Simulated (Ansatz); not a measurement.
Base system: Sb₂Te₃ in the Bi2Te3 type structure (space group R-3m, No. 166; a = 4.276 Å, c = 29.826 Å (hexagonal axes)). Axes: x lies along a and z along c of the hexagonal cell.

All numbers come from plane-wave PAW DFT at the PBE-D3(BJ) level (Ansatz, a quantum-chemistry and plane-wave program, 420 eV), without spin-orbit coupling, earlier PAW set.

Strains are applied to the cell and any free atomic positions relax; under biaxial strain the out-of-plane vector relaxes too.

One change was made to it. Results:

The energy increases by 7.3 meV/atom; the pressure (mean of the normal stresses, compression positive) goes from zero to 1.9 GPa.

Q: Name the change that was made.
(A) isotropic strain −1.37 %
(B) biaxial strain −2.70 %, plane normal [001], relaxed out of plane
(C) isotropic strain −1.77 %

A: A, isotropic strain −1.37 %. For comparison, the energy relative to the base in the other runs: biaxial strain −2.70 %, plane normal [001], relaxed out of plane gives +10 meV/atom; isotropic strain −1.77 % gives +13 meV/atom.

A case with no gap was solved on a k-mesh chosen for an insulator, which is coarse for it. Stability against distortions was not tested. The final runs are not spin-polarised.
